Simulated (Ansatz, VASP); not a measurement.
# Al: VASP beside Ansatz

The input INCAR:

```
SYSTEM = Al
PREC = Accurate
ENCUT = 520
EDIFF = 1E-8
ISMEAR = -1
SIGMA = 0.05
LREAL = .False.
LASPH = .True.
NELM = 80
ALGO = Normal
ISIF = 2
LWAVE = .False.
LCHARG = .False.
GGA = PS
LEFG = .True.
NBANDS = 8
```

The input KPOINTS:

```
Automatic mesh
0
Gamma
  14 14 14
  0 0 0
```

File POSCAR:

```
Al
1.0
    0.0000000000      2.0172107856      2.0172107856
    2.0172107856      0.0000000000      2.0172107856
    2.0172107856      2.0172107856      0.0000000000
Al
1
Direct
    0.0000000000      0.0000000000      0.0000000000
```

Input for Ansatz:

```yaml
crystal:
  lattice:
    - [0.0, 2.0172107856, 2.0172107856]
    - [2.0172107856, 0.0, 2.0172107856]
    - [2.0172107856, 2.0172107856, 0.0]
  atoms:
    - { symbol: Al, position: [0.0, 0.0, 0.0] }
kpoints:
  mp_grid: { grid: [14, 14, 14] }
scf:
  occupations: { method: fermi_dirac, width: 0.05 }
hamiltonian:
  xc: pbesol
  pseudopotentials: { kind: paw }
output:
  forces: true
  stress: true
  eigenvalues: true
  efg: { contact_densities: true }
  write_density: true
  write_potential: true
  elf: true
  volumetric_format: npy
```

Change from the starting cell: volume scaled by 0.99, PAW files.

Alike in both runs: task electric field gradients; functional PBEsol; k mesh 14 × 14 × 14; occupations fermi-dirac, width 0.05 eV; no spin polarisation.

```csv
,VASP,Ansatz
version,VASP 6.6.1,Ansatz 0.2.0
potentials or method,"VASP PAW PBE potentials, release 64 (Al)","PAW with Ansatz's default frozen-core files, scalar-relativistic"
plane-wave cutoff (eV),520,420
valence electrons in the cell,3,3
```

VASP gave:

| Quantity | Value |
| --- | --- |
| pressure (GPa) | -1.3 |
| Vzz of the field gradient on the site that differs most (V/Å²) | 0.0 |

Q: Which values does Ansatz return?

A: Pressure (GPa): -1.4; Vzz of the field gradient on the site that differs most (V/Å²): 0.0.

The functional is the same, so the differences come from potentials, cutoffs and numerics.

Caveats: the PAW data sets were made with another functional, which shifts forces and pressure a little (VASP).
